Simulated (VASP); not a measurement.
Ni, 1 atom in the cell. It takes space group Fm-3m (No. 225, cubic). The conventional cell has a = 3.475 Å, b = 3.475 Å, c = 3.475 Å, α = 90.00°, β = 90.00°, γ = 90.00°. Ni (site symmetry m-3m) has 12 Ni at 2.46 Å as nearest neighbours. 

| Quantity | Value |
| --- | --- |
| Program | VASP 6.6.1 |
| Task | single point |
| Functional | PBE |
| Potentials or basis | VASP PAW PBE potentials, release 64 (Ni) |
| Cutoff | 520 eV |
| k mesh | 13 × 13 × 13 |
| Occupations | gaussian, width 0.028 eV |
| Spin | collinear spin, ferromagnetic start |
| Starting moments | [1.0] μB |
| Further INCAR settings | ALGO = Normal; EDIFF = 1e-06; NBANDS = 15 |

Potentials or basis: VASP PAW PBE potentials, release 64 (Ni).

The run is started by

```bash
$ cat potpaw_PBE.64/Ni/POTCAR > POTCAR
$ mpirun -np 1 vasp_std > vasp.out
```

Hardware: 1 thread of Intel(R) Xeon(R) 6975P-C (Granite Rapids), on a shared host.

Question: How long does it take, and how much memory?

Answer: Wall time 11 s on 1 thread of Intel(R) Xeon(R) 6975P-C (Granite Rapids), on a shared host, peak memory 0.14 GiB. Counts: scf iterations 12, k points 84.
